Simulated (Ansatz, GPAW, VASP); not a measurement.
# Pb: programs and potentials compared

```
CELL_PARAMETERS angstrom
-1.97966 1.97966 1.97966
1.97966 -1.97966 1.97966
1.97966 1.97966 -1.97966
ATOMIC_POSITIONS crystal
Pb 0.00000 0.00000 0.00000
```

This isn't the form of Pb at room conditions, which is fcc.

Alike in all runs: task single point; functional LDA; k mesh 9 × 9 × 9; occupations gaussian, width 0.1 eV; no spin polarisation; no spin-orbit coupling. LDA stands for any of its common fits. Pressure is positive in compression and, in plane waves, holds the error of the finite cutoff.

| program and potentials | plane-wave cutoff (eV) | notes | pressure (GPa) |
| --- | --- | --- | --- |
| GPAW, the program's PAW data sets (release 1.2.1) made for this functional | 600 | 14 valence electrons an atom on average | -3.70 |
| VASP, LDA PAW files Pb, 500 eV | 500 | 4 valence electrons an atom on average | -3.66 |
| Ansatz, all-electron LAPW, scalar-relativistic | - | - | -3.44 |

The pressure spans -3.70 (GPAW, the program's PAW data sets (release 1.2.1) made for this functional) to -3.44 GPa (Ansatz, all-electron LAPW, scalar-relativistic), with all-electron results at -3.44.

Differences between rows come from potentials, basis sets and numerical settings, since the functional is the same but for its coding. Runs on potential files found faulty are left out.
